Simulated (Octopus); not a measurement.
# BaTe under changes of volume

One of the cells (39.652 Å³/atom); the others are scaled copies at fixed shape and fractional positions:

```xyz
2
Lattice="0.0000 3.4100 3.4100 3.4100 0.0000 3.4100 3.4100 3.4100 0.0000" Properties=species:S:1:pos:R:3 pbc="T T T"
Ba    0.0000    0.0000    0.0000
Te    3.4100    3.4100    3.4100
```

| Item | Value |
| --- | --- |
| Program | Octopus 16.4 |
| Functional | PBEsol |
| Potentials or basis | pseudodojo_pbesol (PseudoDojo 0.4, PBEsol) |
| Grid spacing | 0.134 Å |
| k mesh | 7 × 7 × 7 |
| Occupations | fermi-dirac, width 0.05 eV |
| Spin | no spin polarisation |

```csv
volume (Å³/atom),energy over the lowest point (meV/atom),gap on the mesh (eV)
37.273,?,?
38.066,52.44,1.23
38.859,32.06,1.28
39.652,16.53,1.34
40.445,6.43,1.38
41.238,0.97,1.43
42.031,0.00,1.47
```

Q: What does the run at 37.273 Å³/atom give?

A: Energy over the lowest point 78.15 meV/atom; gap on the mesh 1.17 eV.

Worked out: A Birch-Murnaghan fit of order 3 (a polynomial in V^(-2/3)) to the other rows has its minimum at 41.80 Å³/atom with B0 = V·E''(V) = 47 GPa (rough, since the energies scatter). It gives 78.46 meV/atom at 37.273 Å³/atom, against the run's 78.15. A straight line through the other rows of the gap, of slope 2.44 eV per unit of ln V, extrapolates to 1.18 eV, against the run's 1.17.

Energies are extrapolated to zero smearing.

Caveats: spin-orbit coupling is left out, which moves the levels of the heavy elements; an odd mesh through Γ misses points on the zone boundary, where band edges often lie.
